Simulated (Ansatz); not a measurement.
In: largest V_zz and pressure against volume scale

Results calculated with Ansatz 0.2.0, not measured. Periodic Kohn-Sham DFT of a crystal at fixed atoms, scaled to volume_scale times the given cell; pressure positive in compression, energy less spherical unpolarised free atoms, largest_vzz the field gradient of largest size among the nuclei.

The cell before it is scaled or strained (space group I4/mmm, No. 139):
```
cell vectors (Å)
  -1.6262     1.6262     2.4740
   1.6262    -1.6262     2.4740
   1.6262     1.6262    -2.4740
atoms (fractions of the cell vectors)
In  0.00000  0.00000  0.00000
```

Settings of every row: method all-electron PAW; functional LDA; relativity scalar; k mesh 14x14x14; filling fermi-dirac; smearing width 0.05 eV; nucleus gaussian.

Atom start moment: 0 on all atoms.

Limits: field gradient without spin-orbit coupling on heavy atoms; no gap: field gradients move with the k mesh.

```csv
row,volume scale,V (Å³/atom),largest V_zz (1e21 V/m^2),pressure (GPa)
1,0.94,24.6,2.356,-0.013
2,0.96,25.123,2.308,-1.018
3,0.98,25.643,?,?
4,0.99,25.905,2.221,-2.299
5,1,26.168,2.19,-2.672
6,1.01,26.429,2.157,-3.022
7,1.02,26.69,2.124,-3.349
8,1.04,27.213,2.056,-3.94
9,1.06,27.736,1.988,-4.456
```

Question: what largest V_zz and pressure should row 3 give?

Worked fit of largest V_zz. Take t = volume scale − 1. The shown rows have t = -0.06, -0.04, -0.01, 0, 0.01, 0.02, 0.04, 0.06. Least squares give largest V_zz = 2.1893 − 3.097 × t − 4.8 × t² 1e21 V/m^2; a straight line predicts inner rows, each left out in turn, worse (root mean square 0.006 against 0.0021 1e21 V/m^2). The rows lie off it by -0.002, 0.002, 0.001, 0.001, -0.001, -0.001, -0.002, 0.002. The withheld row has t = -0.02, so the fit gives 2.1893 − 3.097 × (-0.02) − 4.8 × (-0.02)² = 2.249 1e21 V/m^2.

The calculation gave 2.252 1e21 V/m^2. The fit lies 0.003 1e21 V/m^2 (0.82 % of the column's range) below it; its largest miss of a shown row is 0.002 1e21 V/m^2.

Worked fit of pressure. Take u = (V_r/V)^(2/3) − 1 with V_r = 26.298 Å³ an atom, which is twice the finite (Eulerian) strain; such expansions in the strain, on which the Birch-Murnaghan equation of state is built, carry the rest volume and the bulk modulus. The shown rows have u = 0.0455, 0.03094, 0.01009, 0.00331, -0.00331, -0.00982, -0.02254, -0.03487. Least squares give pressure = −2.8499 + 52.758 × u + 200.33 × u² + 234 × u³ GPa; a parabola predicts inner rows, each left out in turn, worse (root mean square 0.0039 against 0.0017 GPa). The rows lie off it by 0.000, 0.001, -0.002, 0.001, 0.000, 0.000, 0.000, 0.000. The withheld row has u = 0.01696, so the fit gives −2.8499 + 52.758 × (0.01696) + 200.33 × (0.01696)² + 234 × (0.01696)³ = -1.896 GPa.

The calculation gave -1.9 GPa. The fit lies 0.004 GPa (0.09 % of the column's range) above it; its largest miss of a shown row is 0.002 GPa.
